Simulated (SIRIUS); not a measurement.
PbS, 2 atoms in the cell. The structure is trigonal, space group R3m (No. 160). The conventional cell has a = 4.225 Å, b = 4.225 Å, c = 10.356 Å, α = 90.00°, β = 90.00°, γ = 120.00°. Pb (site symmetry 3m) is surrounded by 6 S at 2.96 to 3.02 Å. Around S (site symmetry 3m) lie 6 Pb at 2.96 to 3.02 Å. The cell is a database's computed one.

```yaml
Program: SIRIUS 7.10.0
Task: single point
Functional: PBEsol
Potentials_or_basis: PseudoDojo 0.4.1 PBEsol standard (scalar relativistic)
Cutoff: 765 eV
Density_cutoff: 3061 eV
k_mesh: 8 × 8 × 8
Occupations: fermi-dirac, width 0.05 eV
Spin: no spin polarisation
Libxc_names: "[\"XC_GGA_X_PBE_SOL\", \"XC_GGA_C_PBE_SOL\"]"
Energy_tol: 1e-08 Ha
Density_tol: 1e-06
Mixer: anderson
Mixing_beta: 0.7
Max_scf: 100
Radial_cutoff_for_the_potentials'_integrals: 6.5 bohr
```

Potentials or basis: PseudoDojo 0.4.1 PBEsol standard (scalar relativistic).

Launch:

```bash
$ upf_to_json S.upf
$ upf_to_json Pb.upf
$ OMP_NUM_THREADS=1 sirius.scf --input=sirius.json --output=out.json --task=0
```

Hardware: 1 thread of Arm Neoverse V1, with other jobs on the host.

Q: Estimate the wall time of this run.

A: Run time: 89 s on 1 thread of Arm Neoverse V1 (shared host), peak memory 0.5 GiB. Counts: scf iterations 11, k points 65, plane waves 2637, bands 17.
